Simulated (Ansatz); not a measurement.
Set up this calculation in Ansatz 0.2.0, as the native input.

| Property | Result |
| --- | --- |
| Task | single point |
| Functional | PBE |
| Potentials or basis | all-electron LAPW, scalar-relativistic |
| Cutoff | 562 eV (chosen from the basis error) |
| Basis error allowed | 0.001 eV/atom |
| k mesh | 6 × 6 × 3 |
| Occupations | fermi-dirac, width 0.05 eV |
| Spin | no spin polarisation |

Crystal: SiO2.

```
Si O
1.0
     5.06907    0.00000    0.00000
    -2.53454    4.38995    0.00000
     0.00000    0.00000    8.55849
Si O
4 8
Direct
  0.33333 0.66667 0.43713
  0.33333 0.66667 0.06287
  0.66667 0.33333 0.56287
  0.66667 0.33333 0.93713
  0.42126 0.00000 0.00000
  0.33333 0.66667 0.25000
  0.66667 0.33333 0.75000
  0.00000 0.57874 0.50000
  0.57874 0.57874 0.00000
  0.57874 0.00000 0.50000
  0.42126 0.42126 0.50000
  0.00000 0.42126 0.00000
```

The cell comes from a database or a generator and needn't be the stable form of this composition.

One way to write it, as run:

input.yaml

```yaml
crystal:
  lattice:
    - [5.0690738885, 0.0, 0.0]
    - [-2.5345369442, 4.3899467611, 0.0]
    - [0.0, 0.0, 8.55848854]
  atoms:
    - { symbol: Si, position: [0.3333333333, 0.6666666667, 0.4371258] }
    - { symbol: Si, position: [0.3333333333, 0.6666666667, 0.0628742] }
    - { symbol: Si, position: [0.6666666667, 0.3333333333, 0.5628742] }
    - { symbol: Si, position: [0.6666666667, 0.3333333333, 0.9371258] }
    - { symbol: O, position: [0.421258745, 0.0, 0.0] }
    - { symbol: O, position: [0.3333333333, 0.6666666667, 0.25] }
    - { symbol: O, position: [0.6666666667, 0.3333333333, 0.75] }
    - { symbol: O, position: [0.0, 0.578741255, 0.5] }
    - { symbol: O, position: [0.578741255, 0.578741255, 0.0] }
    - { symbol: O, position: [0.578741255, 0.0, 0.5] }
    - { symbol: O, position: [0.421258745, 0.421258745, 0.5] }
    - { symbol: O, position: [0.0, 0.421258745, 0.0] }
kpoints:
  mp_grid: { grid: [6, 6, 3] }
scf:
  occupations: { method: fermi_dirac, width: 0.05 }
hamiltonian:
  xc: pbe
  pseudopotentials: { kind: all_electron, lapw: { basis_error: 0.001 } }
output:
  forces: true
  stress: true
  eigenvalues: true
  populations: true
```

Potentials or basis: all-electron LAPW, scalar-relativistic.

Run with:

```sh
$ ansatz run input.yaml --threads 8 --pin off --max-ram 24576MiB --backend cpu --events-out ev --progress --plain --runs-dir out
```

Results of the run:

```json
{"Pressure": "4.1 GPa", "Largest force": "0.252 eV/Å", "Band gap on the k mesh": "5.62 eV, indirect (least direct gap 5.63 eV)", "Loewdin charges": "Si +1.83; O -0.81 e"}
```

Caveat: the atomic charges don't sum to the cell's charge; an odd mesh through Γ misses points on the zone boundary, where band edges often lie.

It took 30 s on 8 threads of Intel(R) Xeon(R) 6975P-C (Granite Rapids), with other jobs on the host, peak memory 2.1 GiB.
